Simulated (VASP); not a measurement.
# C (Fd-3m) in VASP: notebook

The runs below take C through phonons, dielectric tensor, with PBE, PBEsol, r2SCAN.

Everything below comes from runs of VASP 6.6.1. Logs are shortened: lines on timing, memory, paths and dates and some standing lists are left out, and cuts for length are marked.

## Step 1: The structure

Symmetry: Fd-3m, No. 227, cubic system. The conventional cell has a = 3.572 Å, b = 3.572 Å, c = 3.572 Å, α = 90.00°, β = 90.00°, γ = 90.00°. C (site symmetry -43m) is surrounded by 4 C at 1.55 Å.

This isn't the form of C at room conditions, which is graphite.

## Step 2: Phonons, PBE

File POSCAR:

```
C
1.0
    0.0000000000      1.7858054497      1.7858054497
    1.7858054497      0.0000000000      1.7858054497
    1.7858054497      1.7858054497      0.0000000000
  C
     2
Direct
     0.0000000000000000    0.0000000000000000    0.0000000000000000
     0.2500000000000000    0.2500000000000000    0.2500000000000000
```

File INCAR.step1:

```
PREC = Accurate
ENCUT = 600
EDIFF = 1E-8
ISMEAR = 0
SIGMA = 0.03
LREAL = F
LASPH = T
NELM = 80
ALGO = Normal
ISIF = 3
LWAVE = F
LCHARG = F
GGA = PE
IBRION = 2
NSW = 40
EDIFFG = -0.002
```

File INCAR.step2:

```
PREC = Accurate
ENCUT = 600
EDIFF = 1E-8
ISMEAR = 0
SIGMA = 0.03
LREAL = F
LASPH = T
NELM = 80
ALGO = Normal
ISIF = 2
LWAVE = F
LCHARG = F
GGA = PE
IBRION = 6
NFREE = 2
POTIM = 0.015
NSW = 1
```

File KPOINTS:

```
Automatic mesh
0
Gamma
  14 14 14
```

Potentials or basis: VASP PAW PBE potentials, release 64 (C).

Command:

```
cat potpaw_PBE.64/C/POTCAR > POTCAR
cp INCAR.step1 INCAR
mpirun -np 1 vasp_std > vasp.out
cp CONTCAR POSCAR
cp INCAR.step2 INCAR
mpirun -np 1 vasp_std > vasp.out
```

OUTCAR:

```text
PREC = Accurate
   ENCUT = 600
   EDIFF = 1E-8
   ISMEAR = 0
   LREAL = F
   LASPH = T
   NELM = 80
   ISIF = 2
   GGA = PE
   IBRION = 6
   NFREE = 2
   POTIM = 0.015
   NSW = 1

 ion  position               nearest neighbor table
   1  0.000  0.000  0.000-   2 1.55   2 1.55   2 1.55   2 1.55
   2  0.250  0.250  0.250-   1 1.55   1 1.55   1 1.55   1 1.55

  LATTYP: Found a face centered cubic cell.
 ALAT       =     3.5716108994

  Lattice vectors:

 A1 = (   0.0000000000,   1.7858054497,   1.7858054497)
 A2 = (   1.7858054497,   0.0000000000,   1.7858054497)
 A3 = (   1.7858054497,   1.7858054497,   0.0000000000)

Analysis of symmetry for initial positions (statically):
=====================================================================
 Subroutine PRICEL returns:
 Original cell was already a primitive cell.

 Routine SETGRP: Setting up the symmetry group for a
 face centered cubic supercell.

 Subroutine GETGRP returns: Found 48 space group operations
 (whereof 24 operations were pure point group operations)
 out of a pool of 48 trial point group operations.

The static configuration has the point symmetry T_d .
 The point group associated with its full space group is O_h .

Analysis of symmetry for dynamics (positions and initial velocities):
=====================================================================
 Subroutine PRICEL returns:
 Original cell was already a primitive cell.

 Routine SETGRP: Setting up the symmetry group for a
 face centered cubic supercell.

 Subroutine GETGRP returns: Found 48 space group operations
 (whereof 24 operations were pure point group operations)
 out of a pool of 48 trial point group operations.

The dynamic configuration has the point symmetry T_d .
 The point group associated with its full space group is O_h .

 Subroutine INISYM returns: Found 48 space group operations
 (whereof 24 operations are pure point group operations),
 and found     1 'primitive' translations

----------------------------------------------------------------------------------------

                                     Primitive cell

  volume of cell :      11.3902

  direct lattice vectors                    reciprocal lattice vectors
     0.000000000  1.785805450  1.785805450    -0.279985706  0.279985706  0.279985706
     1.785805450  0.000000000  1.785805450     0.279985706 -0.279985706  0.279985706
     1.785805450  1.785805450  0.000000000     0.279985706  0.279985706 -0.279985706

  length of vectors
     2.525510287  2.525510287  2.525510287     0.484949469  0.484949469  0.484949469

  position of ions in fractional coordinates (direct lattice)
     0.000000000  0.000000000  0.000000000
     0.250000000  0.250000000  0.250000000

  ion indices of the primitive-cell ions
   primitive index   ion index
                 1           1
                 2           2

----------------------------------------------------------------------------------------

 KPOINTS: Automatic mesh

Automatic generation of k-mesh.
 Grid dimensions read from file:
 generate k-points for:   14   14   14

 Generating k-lattice:

  Cartesian coordinates                     Fractional coordinates (reciprocal lattice)
    -0.019998979  0.019998979  0.019998979     0.071428571  0.000000000  0.000000000
     0.019998979 -0.019998979  0.019998979     0.000000000  0.071428571  0.000000000
     0.019998979  0.019998979 -0.019998979     0.000000000  0.000000000  0.071428571

  Length of vectors
     0.034639248  0.034639248  0.034639248

  Shift w.r.t. Gamma in fractional coordinates (k-lattice)
     0.000000000  0.000000000  0.000000000

 Subroutine IBZKPT returns following result:
 ===========================================

 Found    104 irreducible k-points:

 Following reciprocal coordinates:
            Coordinates               Weight
  0.000000  0.000000  0.000000      1.000000
  0.071429  0.000000  0.000000      8.000000
  0.142857  0.000000  0.000000      8.000000
  0.214286  0.000000  0.000000      8.000000
  0.285714  0.000000  0.000000      8.000000
  0.357143  0.000000  0.000000      8.000000
[... 16 lines left out ...]
  0.214286  0.142857  0.000000     24.000000
  0.285714  0.142857  0.000000     24.000000
 [... further k-points ...]
   k-points           NKPTS =    104   k-points in BZ     NKDIM =    104   number of bands    NBANDS=      8
   number of dos      NEDOS =    301   number of ions     NIONS =      2
   total plane-waves  NPLWV =   8000
   dimension x,y,z NGX =    20 NGY =   20 NGZ =   20
   dimension x,y,z NGXF=    40 NGYF=   40 NGZF=   40
   ions per type =               2
   NGX,Y,Z   is equivalent  to a cutoff of  13.17, 13.17, 13.17 a.u.
   NGXF,Y,Z  is equivalent  to a cutoff of  26.33, 26.33, 26.33 a.u.
 SYSTEM =  unknown system
   PREC   = accura    normal or accurate (medium, high low for compatibility)
   ISTART =      0    job   : 0-new  1-cont  2-samecut
   ICHARG =      2    charge: 1-file 2-atom 10-const
   ISPIN  =      1    spin polarized calculation?
   LNONCOLLINEAR =      F non collinear calculations
   LSORBIT =      F    spin-orbit coupling
   LASPH  =      T    aspherical Exc in radial PAW
   ENCUT  =  600.0 eV  44.10 Ry    6.64 a.u.   5.04  5.04  5.04*2*pi/ulx,y,z
   NELM   =     80;   NELMIN=  2; NELMDL=  0     # of ELM steps
   EDIFF  = 0.1E-07   stopping-criterion for ELM
   LREAL  =      F    real-space projection
   EDIFFG = 0.1E-06   stopping-criterion for IOM
   NSW    =     61    number of steps for IOM
   IBRION =      6    ionic relax: 0-MD 1-quasi-New 2-CG
   NFREE  =      2    steps in history (QN), initial steepest desc. (CG)
   ISIF   =      2    stress and relaxation
   ISYM   =      2    0-nonsym 1-usesym 2-fastsym
   POTIM  = 0.0150    time-step for ionic-motion
   TEBEG  =    0.0;   TEEND  =   0.0 temperature during run
   PSTRESS=    0.0 pullay stress
   NELECT =       8.0000    total number of electrons
   NUPDOWN=      -1.0000    fix difference up-down
   EMIN   =  10.00;   EMAX   =-10.00  energy-range for DOS
   EFERMI =   0.00;   METHOD = LEGACY
   ISMEAR =     0;   SIGMA  =   0.03  broadening in eV -4-tet -1-fermi 0-gaus
   EFERMI_NEDOS =   21; number of points for ismear=-14 and -15
   IALGO  =     38    algorithm
   IMIX   =      4    mixing-type and parameters
     AMIX     =   0.40;   BMIX     =  1.00
     AMIX_MAG =   1.60;   BMIX_MAG =  1.00
  volume/ion in A,a.u.               =       5.70        38.43
  Fermi-wavevector in a.u.,A,eV,Ry     =   1.455216  2.749959 28.812412  2.117653
  Thomas-Fermi vector in A             =   2.572276
   LORBIT       =      0    0 simple, 1 ext, 2 COOP (PROOUT), +10 PAW based schemes
   GGA     = PE    functional components
   LHFCALC =     F    Hartree Fock is set to
   AEXX    =    0.0000 exact exchange contribution
   IVDW    =     0    specifies the selected vdW correction
   LEPSILON=     F    determine dielectric tensor
   LRPA    =     F    only Hartree local field effects (RPA)
 finite differences with symmetry
 non-spin polarized calculation
 Gauss-broadening in eV      SIGMA  =   0.03
  energy-cutoff  :      600.00
  volume of cell :       11.39
 maximum number of plane-waves:       392
   NGX =  9   NGY =  9   NGZ =  9

--------------------------------------- Ionic step        1  -------------------------------------------

 number of electron       7.9999999 magnetization

 Free energy of the ion-electron system (eV)
  ---------------------------------------------------
  ext. energy  EPLUGINS =         0.00000000
  ---------------------------------------------------
  free energy    TOTEN  =       -18.19054292 eV

  energy without entropy =      -18.19054292  energy(sigma->0) =      -18.19054292

 E-fermi :   9.8568     XC(G=0): -13.2301

 val. band max:        9.6693634025   @ k =   0.0000   0.0000   0.0000
 cond. band min:      13.7900648124   @ k =   0.3571   0.3571   0.0000
 fundamental gap:      4.1207014099
 Fermi energy:         9.8568424387

 k-point     1 :       0.0000    0.0000    0.0000
  band No.  band energies     occupation
      1     -11.7521      2.00000
      2       9.6694      2.00000
      3       9.6694      2.00000
      4       9.6694      2.00000
      5      15.2483      0.00000
      6      15.2483      0.00000
      7      15.2483      0.00000
      8      22.9070      0.00000
[... 322 lines left out ...]
  energy  without entropy=      -18.1863866541  energy(sigma->0) =      -18.18638665

--------------------------------------- Ionic step        3  -------------------------------------------

 number of electron       7.9999999 magnetization

 Free energy of the ion-electron system (eV)
  ---------------------------------------------------
  ext. energy  EPLUGINS =         0.00000000
  ---------------------------------------------------
  free energy    TOTEN  =       -18.18638666 eV

  energy without entropy =      -18.18638666  energy(sigma->0) =      -18.18638666

 E-fermi :  10.0743     XC(G=0): -13.2302

 val. band max:        9.8986171124   @ k =   0.0000   0.0000   0.0000
 cond. band min:      13.7855378965   @ k =   0.3571   0.3571   0.0000
 fundamental gap:      3.8869207841
 Fermi energy:        10.0742882102

 k-point     1 :       0.0000    0.0000    0.0000
  band No.  band energies     occupation
      1     -11.7526      2.00000
      2       9.4399      2.00000
      3       9.6724      2.00000
      4       9.8986      2.00000
      5      15.0466      0.00000
      6      15.2442      0.00000
      7      15.4526      0.00000
      8      22.9060      0.00000
[... 282 lines left out ...]
  FREE ENERGIE OF THE ION-ELECTRON SYSTEM (eV)
  ---------------------------------------------------
  free  energy   TOTEN  =       -18.1863866635 eV

  energy  without entropy=      -18.1863866635  energy(sigma->0) =      -18.18638666

 INTERNAL STRAIN TENSORS FROM DISPLACED ATOMS
 ============================================

 INTERNAL STRAIN TENSOR FOR ION    1 for displacements in x,y,z  (eV/Angst):
          X           Y           Z          XY          YZ          ZX
  --------------------------------------------------------------------------------
  x    -0.00000     0.00000     0.00000     0.00000     2.89683     0.00000
  y     0.00000     0.00000     0.00000     0.00000     0.00000     2.89683
  z     0.00000     0.00000    -0.00000     2.89683     0.00000     0.00000

 INTERNAL STRAIN TENSOR FOR ION    2 for displacements in x,y,z  (eV/Angst):
          X           Y           Z          XY          YZ          ZX
  --------------------------------------------------------------------------------
  x     0.00000     0.00000     0.00000     0.00000    -2.89683     0.00000
  y     0.00000    -0.00000     0.00000     0.00000     0.00000    -2.89683
  z     0.00000     0.00000     0.00000    -2.89683     0.00000     0.00000

 Eigenvectors and eigenvalues of the dynamical matrix
 ----------------------------------------------------

   1 f  =   38.770206 THz   243.600386 2PiTHz 1293.234854 cm-1   160.340614 meV
             X         Y         Z           dx          dy          dz
      0.000000  0.000000  0.000000     0.000000   -0.707107    0.000000
      0.892903  0.892903  0.892903     0.000000    0.707107    0.000000

   2 f  =   38.770206 THz   243.600386 2PiTHz 1293.234854 cm-1   160.340614 meV
             X         Y         Z           dx          dy          dz
      0.000000  0.000000  0.000000    -0.707107    0.000000    0.000000
      0.892903  0.892903  0.892903     0.707107    0.000000    0.000000
[... 11 lines left out ...]
   5 f  =    0.000000 THz     0.000000 2PiTHz    0.000000 cm-1     0.000000 meV
             X         Y         Z           dx          dy          dz
      0.000000  0.000000  0.000000     0.000000    0.707107    0.000000
      0.892903  0.892903  0.892903     0.000000    0.707107    0.000000

   6 f  =    0.000000 THz     0.000000 2PiTHz    0.000000 cm-1     0.000000 meV
             X         Y         Z           dx          dy          dz
      0.000000  0.000000  0.000000     0.000000    0.000000    0.707107
      0.892903  0.892903  0.892903     0.000000    0.000000    0.707107

 ELASTIC MODULI CONTR FROM IONIC RELAXATION (kBar)
 Direction    XX          YY          ZZ          XY          YZ          ZX
 --------------------------------------------------------------------------------
 XX          -0.0000      0.0000      0.0000      0.0000      0.0000      0.0000
 YY           0.0000     -0.0000      0.0000      0.0000      0.0000     -0.0000
 ZZ           0.0000      0.0000     -0.0000      0.0000      0.0000      0.0000
 XY           0.0000      0.0000      0.0000    -31.9581      0.0000      0.0000
 YZ           0.0000      0.0000      0.0000      0.0000    -31.9581      0.0000
 ZX           0.0000     -0.0000      0.0000      0.0000      0.0000    -31.9581
 --------------------------------------------------------------------------------
```

Run time: 64 s. Hardware: 1 thread of Intel Xeon Platinum 8259CL at 2.50GHz (Skylake/Cascade Lake), shared host; peak memory 0.18 GiB.

Results:

| Item | Value |
| --- | --- |
| Highest phonon frequency at Γ | 1293 cm⁻¹ |

Phonon frequencies in cm⁻¹ (negative: imaginary):
| q point | frequencies |
| --- | --- |
| (0.000, 0.000, 0.000) | 0 0 0 1293 1293 1293 |

(Continued in part 2 of 3.)
